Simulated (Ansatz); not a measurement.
Lattice dynamics at Γ of CaSe (zincblende)

Perturbation theory with PBEsol in the plane-wave code Ansatz on the PBEsol cell, ground state and force constants on a 6×6×6 mesh. Spin-unpolarised throughout. Whether this structure exists isn't addressed.

The symmetry is F-43m (No. 216, cubic); a = 6.503 Å in the conventional setting, 34.37 Å³ an atom. Ca has 4 Se at 2.82 Å; Se has 4 Ca at 2.82 Å.

Space group F-43m (No. 216). a = 6.503 Å, b = 6.503 Å, c = 6.503 Å, α = 90.00°, β = 90.00°, γ = 90.00°
```json
{"atom": "Ca", "site": "4a", "symmetry": "-43m", "x": "0.0000", "y": "0.0000", "z": "0.0000"}
{"atom": "Se", "site": "4d", "symmetry": "-43m", "x": "0.2500", "y": "0.2500", "z": "0.7500"}
```

Optical modes without the longitudinal term:
```csv
ω (cm⁻¹),degeneracy,"IR intensity, summed over the level ((D/Å)²/amu)"
205,3,9.81
```

The optical mode at Γ lies at 205 cm⁻¹ without the longitudinal term. With the long-range field the highest mode reaches 260 cm⁻¹.

The electronic dielectric tensor ε∞ is 3.98 in all directions. With the ions relaxed, ε⁰ is 6.4 in all directions. Born charges, averaged over directions: Ca +1.94, Se -1.94 e.

With one polar mode in a cubic crystal the Lyddane-Sachs-Teller relation applies: (ω_LO/ω_TO)² = (259.7/204.9)² = 1.607, and ε⁰/ε∞ = 6.398/3.982 = 1.607. The refractive index √ε∞ is 2.00.

For comparison, on the r2SCAN cell the mean ε∞ is 3.64 with r2SCAN (ground state on 6×6×6; least gap 3.70 eV), 3.89 with PBE (ground state on 6×6×6; least gap 3.20 eV).

Spin-orbit coupling is left out.
